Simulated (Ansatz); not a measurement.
All numbers below come from DFT PBE, scalar-relativistic, plane waves, PAW (Ansatz 0.2.0). Settings: cutoff 420 eV, Γ-centred meshes spaced at most about 0.3 Å⁻¹, and about 0.25 Å⁻¹ or finer for metals (2π included), Gaussian smearing. No spin polarisation in the final relaxations.

These are static total energies at zero pressure. All come from trial cells, and lower structures may exist.

**Question.** Order these relaxed structures of SiGe5 by energy, lowest first, with the energy over the lowest of them.
A.

```
Si Ge
1.0
     5.07181    0.00000    0.00000
    -2.53590    4.39231    0.00000
     0.00000    0.00000    5.03183
Si Ge
1 5
Direct
  0.00000 0.00000 0.00000
  0.33333 0.66667 0.00000
  0.66667 0.33333 0.00000
  0.67257 0.67257 0.50000
  0.32743 0.00000 0.50000
  0.00000 0.32743 0.50000
```

B.

```
Si Ge
1.0
     3.22526    0.00000    0.00000
     0.00000    3.22526    0.00000
     0.00000    0.00000   10.76383
Si Ge
1 5
Direct
  0.00000 0.00000 0.00000
  0.00000 0.00000 0.67093
  0.50000 0.50000 0.85428
  0.50000 0.50000 0.14572
  0.00000 0.00000 0.32907
  0.50000 0.50000 0.50000
```

**Answer.** B (0 meV/atom), A (15 meV/atom). Forms: B Si and Ge ordered on bcc sites, P4/mmm; A Si and Ge ordered on hcp sites, P-62m. Counting Ge atoms around Si (those within 1.25 times the shortest such distance or 1.15 times the sum of covalent radii; the shortest distance is added where it is long for a bond): B has Si 8 from 2.8 Å; A has Si 12 from 2.9 Å. Even the lowest lies +0.38 eV/atom against the elements.

For metals, differences of a few meV/atom aren't resolved. Cells relaxed within their symmetry can be saddle points. Some candidate types were left out of the draw beforehand, so a known form may be missing.
